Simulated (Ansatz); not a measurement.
MgO: single point with PBE

The system is MgO.

```
Mg O
1.0
     3.30779    0.00000    0.00000
    -1.65389    2.86463    0.00000
     0.00000    0.00000    4.98288
Mg O
2 2
Direct
  0.66667 0.33333 0.50216
  0.33333 0.66667 0.00216
  0.66667 0.33333 0.90244
  0.33333 0.66667 0.40244
```

Measurements of this composition are mostly on another form, of space group No. 225.

```json
{"Program": "Ansatz 0.2.0", "Task": "single point", "Functional": "PBE", "Potentials or basis": "all-electron LAPW, scalar-relativistic", "Cutoff": "363 eV (chosen from the basis error)", "Basis error allowed": "0.001 eV/atom", "k mesh": "9 × 9 × 6", "Occupations": "fermi-dirac, width 0.05 eV", "Spin": "no spin polarisation"}
```

| Quantity | Value |
| --- | --- |
| Pressure | 3.4 GPa |
| Largest force | 0.006 eV/Å |
| Band gap on the k mesh | 3.47 eV, direct |
| Loewdin charges | Mg +1.53; O -1.38 e |

Forces on the atoms (eV/Å):
```
Mg   0.000  0.000  0.006
Mg   0.000  0.000  0.006
O    0.000  0.000 -0.006
O    0.000  0.000 -0.006
```

Stress tensor (GPa, compression positive):
```
3.29 0.00 0.00
0.00 3.29 0.00
0.00 0.00 3.47
```

Levels at points of the mesh, in eV from the valence-band top:
| k point | band 14 | band 15 | band 16 | band 17 | band 18 | band 19 | band 20 | band 21 | band 22 |
| --- | --- | --- | --- | --- | --- | --- | --- | --- | --- |
| (0.00, 0.00, 0.00) | -0.78 | -0.78 | -0.44 | -0.44 | 0.00 | 3.47 | 8.53 | 10.35 | 14.10 |
| (0.00, 0.00, -0.50) | -2.02 | -0.62 | -0.62 | -0.62 | -0.62 | 5.99 | 5.99 | 13.23 | 13.23 |

Run time: 22 s on 2 threads of Arm Neoverse V1, on a shared host, peak memory 0.38 GiB.

Caveat: the atomic charges don't sum to the cell's charge; an odd mesh through Γ misses points on the zone boundary, where band edges often lie.
